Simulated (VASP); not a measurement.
Crystal: BaS.

```
CELL_PARAMETERS angstrom
0.00000 3.19375 3.19375
3.19375 0.00000 3.19375
3.19375 3.19375 0.00000
ATOMIC_POSITIONS crystal
Ba 0.00000 0.00000 0.00000
S 0.50000 0.50000 0.50000
```

```yaml
Program: VASP 6.6.1
Task: relaxation of cell and atoms
Functional: PBEsol
Dispersion: D3(BJ)
Potentials_or_basis: VASP PAW PBE potentials, release 64 (Ba_sv, S)
Cutoff: 600 eV
k_mesh: 7 × 7 × 7
Occupations: fermi-dirac, width 0.05 eV
Spin: no spin polarisation
```

At the start: pressure -2.1 GPa; volume 32.58 Å³/atom.

Q: Where does the relaxation end?

A: Over 3 steps the energy falls by 10.0 meV/atom and the volume is 31.10 Å³/atom (-4.5 %); space group Fm-3m (No. 225, to 0.05 Å).

Step by step:
| step | energy change (eV) | largest force (eV/Å) | pressure (GPa) | volume (Å³) |
| --- | --- | --- | --- | --- |
| 1 | 0.0000 | 0.0000 | -2.09 | 65.15 |
| 2 | -0.0175 | 0.0000 | 0.82 | 61.22 |
| 3 | -0.0200 | 0.0000 | 0.00 | 62.20 |

Final structure:
```yaml
crystal:
  lattice:
    - [0.00000, 3.14483, 3.14483]
    - [3.14483, 0.00000, 3.14483]
    - [3.14483, 3.14483, 0.00000]
  atoms:
    - { symbol: Ba, position: [0.00000, 0.00000, 0.00000] }
    - { symbol: S, position: [0.50000, 0.50000, 0.50000] }
```

Caveat: the PAW data sets were made with another functional, which shifts forces and pressure a little.
